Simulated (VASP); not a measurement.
# SiC (Imm2) in VASP: a series of runs

One crystal, SiC, is run at these levels: PBE; tasks: single point.

Everything below comes from runs of VASP 6.6.1. Logs are shortened: lines on timing, memory, paths and dates and some standing lists are left out, and cuts for length are marked.

## 1. The crystal as given

Symmetry: Imm2, No. 44, orthorhombic system. The conventional cell has a = 3.081 Å, b = 3.156 Å, c = 4.464 Å, α = 90.00°, β = 90.00°, γ = 90.00°. Si (site symmetry mm2) is surrounded by 4 C at 1.91 to 1.93 Å. Around C (site symmetry mm2) lie 4 Si at 1.91 to 1.93 Å.

The cell was built by a generator and needn't be a form met in nature.

## 2. Single point, PBE

INCAR reads:

```
SYSTEM = SiC
PREC = Accurate
ENCUT = 520
EDIFF = 1E-6
ISMEAR = 0
SIGMA = 0.02
LREAL = .False.
LASPH = .True.
NELM = 100
ALGO = Fast
ISIF = 2
LWAVE = .False.
LCHARG = .False.
GGA = PE
NBANDS = 16
```

KPOINTS reads:

```
regular mesh
0
Gamma
  8 6 10
  0 0 0
```

POSCAR reads:

```
SiC
1.0
    3.1564802839      0.0000000000      0.0000000000
    0.0000000000      4.4639371775      0.0000000000
    0.0000000000      0.0000000000      3.0814695559
Si C
2 2
Direct
    0.0000000000      0.0009165754      0.0000000000
    0.5000000000      0.5009165754      0.5000000000
    0.5000000000      0.2490834246      0.0000000000
    1.0000000000      0.7490834246      0.5000000000
```

Potentials or basis: VASP PAW PBE potentials, release 64 (Si, C).

The run is started by

```bash
$ cat potpaw_PBE.64/Si/POTCAR potpaw_PBE.64/C/POTCAR > POTCAR
$ mpirun -np 1 vasp_std > vasp.out
```

OUTCAR:

```text
SYSTEM = SiC
   PREC = Accurate
   ENCUT = 520
   EDIFF = 1E-6
   ISMEAR = 0
   LREAL = .False.
   LASPH = .True.
   NELM = 100
   ISIF = 2
   GGA = PE

 ion  position               nearest neighbor table
   1  0.000  0.001  0.000-   4 1.91   4 1.91   3 1.93   3 1.93   2 3.14   2 3.14   2 3.14   2 3.14
                             2 3.14   2 3.14   2 3.14   2 3.14
   2  0.500  0.501  0.500-   3 1.91   3 1.91   4 1.93   4 1.93   1 3.14   1 3.14   1 3.14   1 3.14
                             1 3.14   1 3.14   1 3.14   1 3.14
   3  0.500  0.249  0.000-   2 1.91   2 1.91   1 1.93   1 1.93
   4  0.000  0.749  0.500-   1 1.91   1 1.91   2 1.93   2 1.93

  LATTYP: Found a simple orthorhombic cell.
 ALAT       =     3.0814695559
 B/A-ratio  =     1.0243425180
 C/A-ratio  =     1.4486390654

  Lattice vectors:

 A1 = (   0.0000000000,   0.0000000000,   3.0814695559)
 A2 = (   3.1564802839,   0.0000000000,   0.0000000000)
 A3 = (   0.0000000000,   4.4639371775,   0.0000000000)

Analysis of symmetry for initial positions (statically):
=====================================================================
 Subroutine PRICEL returns following result:

  LATTYP: Found a body centered orthorhombic cell.
 ALAT       =     3.0814695559
 B/A-ratio  =     1.0243425180
 C/A-ratio  =     1.4486390654

  Lattice vectors:

 A1 = (  -1.5782401419,  -2.2319685888,  -1.5407347780)
 A2 = (   1.5782401419,  -2.2319685888,   1.5407347780)
 A3 = (  -1.5782401419,   2.2319685888,   1.5407347779)

   2 primitive cells build up your supercell.

 Routine SETGRP: Setting up the symmetry group for a
 simple orthorhombic supercell.

 Subroutine GETGRP returns: Found  4 space group operations
 (whereof  4 operations were pure point group operations)
 out of a pool of  8 trial point group operations.

The static configuration has the point symmetry C_2v.

Analysis of symmetry for dynamics (positions and initial velocities):
=====================================================================
 Subroutine PRICEL returns following result:

  LATTYP: Found a body centered orthorhombic cell.
 ALAT       =     3.0814695559
 B/A-ratio  =     1.0243425180
 C/A-ratio  =     1.4486390654

  Lattice vectors:

 A1 = (  -1.5782401419,  -2.2319685888,  -1.5407347780)
 A2 = (   1.5782401419,  -2.2319685888,   1.5407347780)
 A3 = (  -1.5782401419,   2.2319685888,   1.5407347779)

   2 primitive cells build up your supercell.

 Routine SETGRP: Setting up the symmetry group for a
 simple orthorhombic supercell.

 Subroutine GETGRP returns: Found  4 space group operations
 (whereof  4 operations were pure point group operations)
 out of a pool of  8 trial point group operations.

The dynamic configuration has the point symmetry C_2v.

 Subroutine INISYM returns: Found  4 space group operations
 (whereof  4 operations are pure point group operations),
 and found     2 'primitive' translations

----------------------------------------------------------------------------------------

                                     Primitive cell

  volume of cell :      21.7095

  direct lattice vectors                    reciprocal lattice vectors
    -1.578240142 -2.231968589 -1.540734778    -0.316808568 -0.224017490  0.000000000
     1.578240142 -2.231968589  1.540734778    -0.000000000 -0.224017490  0.324520487
    -1.578240142  2.231968589  1.540734778    -0.316808568  0.000000000  0.324520487

  length of vectors
     3.137895693  3.137895693  3.137895693     0.388009671  0.394331563  0.453520909

  position of ions in fractional coordinates (direct lattice)
     0.999083425  0.999083425  0.000000000
     0.250916575  0.750916575  0.500000000

  ion indices of the primitive-cell ions
   primitive index   ion index
                 1           1
                 2           3

----------------------------------------------------------------------------------------

 KPOINTS: regular mesh

Automatic generation of k-mesh.
 Grid dimensions read from file:
 generate k-points for:    8    6   10

 Generating k-lattice:

  Cartesian coordinates                     Fractional coordinates (reciprocal lattice)
     0.039601071  0.000000000  0.000000000     0.125000000  0.000000000  0.000000000
     0.000000000  0.037336248  0.000000000     0.000000000  0.166666667  0.000000000
     0.000000000  0.000000000  0.032452049     0.000000000  0.000000000  0.100000000

  Length of vectors
     0.039601071  0.037336248  0.032452049

  Shift w.r.t. Gamma in fractional coordinates (k-lattice)
     0.000000000  0.000000000  0.000000000

 Subroutine IBZKPT returns following result:
 ===========================================

 Found    120 irreducible k-points:

 Following reciprocal coordinates:
            Coordinates               Weight
  0.000000  0.000000  0.000000      1.000000
  0.125000  0.000000  0.000000      2.000000
  0.250000  0.000000  0.000000      2.000000
  0.375000  0.000000  0.000000      2.000000
  0.500000  0.000000  0.000000      1.000000
  0.000000  0.166667  0.000000      2.000000
[... 16 lines left out ...]
  0.250000  0.000000  0.100000      4.000000
  0.375000  0.000000  0.100000      4.000000
 [... further k-points ...]
   k-points           NKPTS =    120   k-points in BZ     NKDIM =    120   number of bands    NBANDS=     16
   number of dos      NEDOS =    301   number of ions     NIONS =      4
   total plane-waves  NPLWV =  20736
   dimension x,y,z NGX =    24 NGY =   36 NGZ =   24
   dimension x,y,z NGXF=    48 NGYF=   72 NGZF=   48
   ions per type =               2   2
   NGX,Y,Z   is equivalent  to a cutoff of  12.64, 13.41, 12.95 a.u.
   NGXF,Y,Z  is equivalent  to a cutoff of  25.28, 26.81, 25.90 a.u.
 SYSTEM =  SiC
   PREC   = accura    normal or accurate (medium, high low for compatibility)
   ISTART =      0    job   : 0-new  1-cont  2-samecut
   ICHARG =      2    charge: 1-file 2-atom 10-const
   ISPIN  =      1    spin polarized calculation?
   LNONCOLLINEAR =      F non collinear calculations
   LSORBIT =      F    spin-orbit coupling
   LASPH  =      T    aspherical Exc in radial PAW
   ENCUT  =  520.0 eV  38.22 Ry    6.18 a.u.   5.87  8.30  5.73*2*pi/ulx,y,z
   NELM   =    100;   NELMIN=  2; NELMDL= -5     # of ELM steps
   EDIFF  = 0.1E-05   stopping-criterion for ELM
   LREAL  =      F    real-space projection
   EDIFFG = 0.1E-04   stopping-criterion for IOM
   NSW    =      0    number of steps for IOM
   IBRION =     -1    ionic relax: 0-MD 1-quasi-New 2-CG
   NFREE  =      0    steps in history (QN), initial steepest desc. (CG)
   ISIF   =      2    stress and relaxation
   ISYM   =      2    0-nonsym 1-usesym 2-fastsym
   POTIM  = 0.5000    time-step for ionic-motion
   TEBEG  =    0.0;   TEEND  =   0.0 temperature during run
   PSTRESS=    0.0 pullay stress
   NELECT =      16.0000    total number of electrons
   NUPDOWN=      -1.0000    fix difference up-down
   EMIN   =  10.00;   EMAX   =-10.00  energy-range for DOS
   EFERMI =   0.00;   METHOD = LEGACY
   ISMEAR =     0;   SIGMA  =   0.02  broadening in eV -4-tet -1-fermi 0-gaus
   EFERMI_NEDOS =   21; number of points for ismear=-14 and -15
   IALGO  =     68    algorithm
   IMIX   =      4    mixing-type and parameters
     AMIX     =   0.40;   BMIX     =  1.00
     AMIX_MAG =   1.60;   BMIX_MAG =  1.00
  volume/ion in A,a.u.               =      10.85        73.25
  Fermi-wavevector in a.u.,A,eV,Ry     =   1.173695  2.217961 18.742832  1.377559
  Thomas-Fermi vector in A             =   2.310104
   LORBIT       =      0    0 simple, 1 ext, 2 COOP (PROOUT), +10 PAW based schemes
   GGA     = PE    functional components
   LHFCALC =     F    Hartree Fock is set to
   AEXX    =    0.0000 exact exchange contribution
   IVDW    =     0    specifies the selected vdW correction
   LEPSILON=     F    determine dielectric tensor
   LRPA    =     F    only Hartree local field effects (RPA)
 non-spin polarized calculation
 RMM-DIIS sequential band-by-band and
 Gauss-broadening in eV      SIGMA  =   0.02
  energy-cutoff  :      520.00
  volume of cell :       43.42
 maximum number of plane-waves:      1184
 NGX is ok and might be reduce to    24
   NGX = 11   NGY = 17   NGZ = 11

 number of electron      15.9999999 magnetization

 Free energy of the ion-electron system (eV)
  ---------------------------------------------------
  ext. energy  EPLUGINS =         0.00000000
  ---------------------------------------------------
  free energy    TOTEN  =       -30.07035941 eV

  energy without entropy =      -30.07035941  energy(sigma->0) =      -30.07035941

 E-fermi :   7.8042     XC(G=0): -11.1480

 val. band max:        7.7129632288   @ k =   0.0000   0.0000   0.0000
 cond. band min:       8.9424633469   @ k =   0.5000   0.0000   0.5000
 fundamental gap:      1.2295001181
 Fermi energy:         7.8041554069

 k-point     1 :       0.0000    0.0000    0.0000
  band No.  band energies     occupation
      1      -7.4546      2.00000
      2      -2.7209      2.00000
      3      -0.1654      2.00000
      4       4.3723      2.00000
      5       4.7720      2.00000
      6       7.5034      2.00000
[... 8 lines left out ...]
     15      21.0842      0.00000
     16      21.6130      0.00000

 k-point     2 :       0.1250    0.0000    0.0000
  band No.  band energies     occupation
      1      -7.2627      2.00000
      2      -2.6838      2.00000
      3      -0.0205      2.00000
      4       3.4184      2.00000
      5       4.9129      2.00000
      6       6.5837      2.00000
[... 8 lines left out ...]
     15      20.4919      0.00000
     16      21.0298      0.00000

 k-point     3 :       0.2500    0.0000    0.0000
  band No.  band energies     occupation
      1      -6.6956      2.00000
      2      -2.7625      2.00000
      3       0.3279      2.00000
      4       2.2116      2.00000
      5       4.8314      2.00000
      6       5.3171      2.00000
[... 8 lines left out ...]
     15      19.1078      0.00000
     16      19.4945      0.00000
[... 362 lines left out ...]
 k-point    23 :       0.2500    0.0000    0.1000
  band No.  band energies     occupation
      1      -6.5676      2.00000
      2      -2.6919      2.00000
      3       0.4035      2.00000
      4       2.3238      2.00000
      5       4.6238      2.00000
      6       4.8240      2.00000
[... 8 lines left out ...]
     15      17.9648      0.00000
     16      19.1230      0.00000

 k-point    24 :       0.3750    0.0000    0.1000
  band No.  band energies     occupation
      1      -5.6609      2.00000
      2      -3.3396      2.00000
      3       0.8132      2.00000
      4       2.3756      2.00000
      5       3.1136      2.00000
      6       4.6667      2.00000
[... 8 lines left out ...]
     15      17.1902      0.00000
     16      18.6025      0.00000

 [... further k-points ...]
[... 5 lines left out ...]
  --------------------------------------------------------------------------------------
  -------------------------------------------------------------------------------------
  Total       -2.9803900     -2.3692564      0.0057884      0.0000000      0.0000000      0.0000000
  in kB     -109.9777019    -87.4266025      0.2135960      0.0000000      0.0000000      0.0000000
  external PRESSURE =     -65.7302361 kB  Pullay stress =       0.0000000 kB

 VOLUME and BASIS-vectors are now :
 -----------------------------------------------------------------------------
  energy-cutoff  :      520.00
  volume of cell :       43.42
      direct lattice vectors                 reciprocal lattice vectors
     3.156480284  0.000000000  0.000000000     0.316808568  0.000000000  0.000000000
     0.000000000  4.463937178  0.000000000     0.000000000  0.224017490  0.000000000
     0.000000000  0.000000000  3.081469556     0.000000000  0.000000000  0.324520487

 POSITION                                       TOTAL-FORCE (eV/Angst)
 -----------------------------------------------------------------------------------
      0.00000      0.00409      0.00000         0.000000      0.000358      0.000000
      1.57824      2.23606      1.54073         0.000000      0.000358      0.000000
      1.57824      1.11189      0.00000        -0.000000     -0.000358     -0.000000
      0.00000      3.34386      1.54073        -0.000000     -0.000358     -0.000000
 -----------------------------------------------------------------------------------
    total drift:                                0.000000     -0.000336      0.000000

  FREE ENERGIE OF THE ION-ELECTRON SYSTEM (eV)
  ---------------------------------------------------
  free  energy   TOTEN  =       -30.0703594060 eV

  energy  without entropy=      -30.0703594060  energy(sigma->0) =      -30.07035941
```

It took 28 s on 1 thread of Intel Xeon 6975P-C (Granite Rapids), shared host; peak memory 0.19 GiB.

Results:

```
Free energy            : -30.0704 eV
Pressure               : -6.6 GPa
Band gap on the k mesh : 1.23 eV
```

A k mesh can miss the band edges. As with any semilocal functional, this PBE gap is likely too small.

(Continued in part 2 of 2.)
